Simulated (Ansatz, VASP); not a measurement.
# Be: VASP beside Ansatz

```
Be
1.0
     2.25721    0.00000    0.00000
    -1.12861    1.95481    0.00000
     0.00000    0.00000    3.55226
Be
2
Direct
  0.33333 0.66667 0.25000
  0.66667 0.33333 0.75000
```

Change from the starting cell: the structure that the rattled omega type (P6/mmm, No. 191) fell into.

Alike in both runs: functional PBEsol; k mesh 27 × 27 × 16; occupations gaussian, width 0.1 eV; no spin polarisation.

Ansatz relaxed the structure, and its values are those at the end. VASP's run is a single point on that final structure, the one shown.

|  | VASP | Ansatz |
| --- | --- | --- |
| version | VASP 6.6.1 | Ansatz 0.2.0 |
| potentials or method | VASP PAW PBE potentials, release 64 (Be) | scalar-relativistic, plane waves, PAW |
| plane-wave cutoff (eV) | 520 | 420 |
| valence electrons in the cell | 4 | 4 |

```csv
,VASP,Ansatz,Ansatz less VASP
gap on the k mesh at the Fermi level (eV),none,none,-
pressure (GPa),0.4,0.0,-0.38
```

A gap of «none» marks a metal or a gap that the smearing closes. With one functional, cell and mesh, what is left measures potentials, basis and numerics.

Caveats: the PAW data sets were made with another functional, which shifts forces and pressure a little (VASP).
